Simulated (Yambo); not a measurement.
Input of a Yambo 5.3.0 run:

File optics4.in:

```
optics
chi
Chimod= "HARTREE"
% BndsRnXd
 1 | 39 |
%
NGsBlkXd= 4 Ry
% LongDrXd
 1 | 1 | 0 |
%
% QpntsRXd
 1 | 1 |
%
% EnRngeXd
 0 | 15 | eV
%
% DmRngeXd
 0.3 | 0.3 | eV
%
ETStpsXd= 150
```

Contents of scf.in:

```
&CONTROL
  calculation = 'scf'
  prefix = 'pwscf'
  outdir = './tmp'
  pseudo_dir = './pseudo'
/
&SYSTEM
  ibrav = 0
  nat = 2
  ntyp = 2
  ecutwfc = 84
  nbnd = 21
  occupations = 'smearing'
  smearing = 'fd'
  degauss = 0.00367493
  force_symmorphic = .true.
/
&ELECTRONS
  conv_thr = 4d-10
  electron_maxstep = 120
  mixing_beta = 0.5
/
ATOMIC_SPECIES
As    74.9216 As.upf
Ga    69.7230 Ga.upf
CELL_PARAMETERS angstrom
   0.0000000000    2.8268500000    2.8268500000
   2.8268500000    0.0000000000    2.8268500000
   2.8268500000    2.8268500000    0.0000000000
ATOMIC_POSITIONS angstrom
As     4.2402750000    4.2402750000    4.2402750000
Ga     0.0000000000    0.0000000000    0.0000000000
K_POINTS automatic
14 14 14 0 0 0
```

File nscf.in:

```
&CONTROL
  calculation = 'nscf'
  prefix = 'pwscf'
  outdir = './tmp'
  pseudo_dir = './pseudo'
/
&SYSTEM
  ibrav = 0
  nat = 2
  ntyp = 2
  ecutwfc = 84
  nbnd = 39
  occupations = 'fixed'
  force_symmorphic = .true.
/
&ELECTRONS
  conv_thr = 1d-08
  diago_full_acc = .true.
  diago_thr_init = 1d-06
/
ATOMIC_SPECIES
As    74.9216 As.upf
Ga    69.7230 Ga.upf
CELL_PARAMETERS angstrom
   0.0000000000    2.8268500000    2.8268500000
   2.8268500000    0.0000000000    2.8268500000
   2.8268500000    2.8268500000    0.0000000000
ATOMIC_POSITIONS angstrom
As     4.2402750000    4.2402750000    4.2402750000
Ga     0.0000000000    0.0000000000    0.0000000000
K_POINTS automatic
14 14 14 0 0 0
```

Potentials or basis: PseudoDojo 0.4.1 SR PBEsol standard.

Command:

```sh
$ OMP_NUM_THREADS=1 pw.x -in scf.in > scf.out
$ OMP_NUM_THREADS=1 pw.x -in nscf.in > nscf.out
$ cd tmp/pwscf.save; p2y; mv SAVE ../..; cd ../..
$ OMP_NUM_THREADS=1 yambo
$ OMP_NUM_THREADS=1 yambo -F optics4.in -J optics4 -C optics4_out
```

**Question.** Predict the absorption peak.

**Answer.** 4.23 eV.

**Question.** Predict the electronic dielectric constant along the field.

**Answer.** 15.79.

**Question.** Predict the electronic dielectric constant along the field, independent particles.

**Answer.** 17.13.

**Question.** What does it give for the band gap on the k mesh, mean-field level?

**Answer.** 0.44 eV, direct.

Dielectric function (along the field direction of the input):
```csv
energy (eV),real part,imaginary part
0.30,15.28,4.25
0.60,12.85,4.13
1.01,13.64,3.17
1.41,14.20,4.36
1.71,15.27,5.96
2.11,13.56,9.68
2.52,11.25,10.29
2.92,9.70,10.60
3.22,9.47,10.97
3.62,9.10,12.30
4.03,7.16,16.18
4.43,0.65,16.30
4.73,-2.46,14.23
5.13,-3.67,9.92
5.54,-2.54,8.02
5.94,-2.78,7.99
6.24,-3.87,7.10
6.64,-3.96,5.07
7.05,-3.19,3.95
7.45,-2.75,3.43
7.75,-2.56,3.16
8.15,-2.35,2.56
8.56,-1.88,2.31
8.96,-1.81,2.12
9.26,-1.63,1.88
9.66,-1.57,1.76
10.07,-1.41,1.40
10.47,-1.16,1.29
10.77,-1.11,1.21
11.17,-1.00,1.03
11.58,-0.86,0.88
11.98,-0.72,0.78
12.28,-0.63,0.71
12.68,-0.51,0.62
13.09,-0.39,0.56
13.49,-0.28,0.51
13.79,-0.21,0.49
14.19,-0.15,0.45
14.60,-0.06,0.41
15.00,0.01,0.38
```

Caveat: these spectra lack excitons.

**Experimental background.**

“Evidence of valence band perturbations in GaAsN/GaAs(001): A combined variable-angle spectroscopic ellipsometry and modulated photoreflectance investigation”, 2008, arxiv:0805.2212 reports, for a bulk crystal of GaAs at 300 K: band gap 1.418 ± 0.005 eV (direct).

A measured gap of GaAs is 1.418 eV (direct; 300 K; “Evidence of valence band perturbations in GaAsN/GaAs(001): A combined variable-angle spectroscopic ellipsometry and modulated photoreflectance investigation”, 2008, arxiv:0805.2212); the calculated 0.44 eV misses it by -0.98 eV. 3 values of this kind are on record (1.412 to 1.51 eV); this one was drawn at random among those near their median, those with a stated uncertainty first. Spin-orbit coupling on As, Ga is left out. The value is that of PBEsol on a finite k mesh, which can miss the band edges, without temperature or zero-point motion. Semilocal functionals fall short of measured gaps as a rule.
